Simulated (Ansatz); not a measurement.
Input of an Ansatz 0.2.0 run:

The input input.yaml:

```yaml
crystal:
  lattice:
    - [0.0, 3.0315, 3.0315]
    - [3.0315, 0.0, 3.0315]
    - [3.0315, 3.0315, 0.0]
  atoms:
    - { symbol: I, position: [0.0, 0.0, 0.0] }
    - { symbol: Cu, position: [0.75, 0.75, 0.75] }
kpoints:
  mp_grid: { grid: [5, 5, 5] }
scf:
  occupations: { method: fermi_dirac, width: 0.03 }
hamiltonian:
  xc: pbe
  pseudopotentials: { kind: all_electron, lapw: { basis_error: 0.003 } }
output:
  forces: true
  stress: true
  eigenvalues: true
```

Potentials or basis: all-electron LAPW, scalar-relativistic.

Command:

```bash
$ ansatz run input.yaml --threads 1 --pin off --max-ram 2560MiB --backend cpu --events-out ev --progress --plain --runs-dir out
```

Question: What does it give for the band gap on the k mesh?

Answer: 1.12 eV, direct.

Question: Estimate the pressure.

Answer: 0.4 GPa.

Caveat: spin-orbit coupling is left out, which moves the levels of the heavy elements.
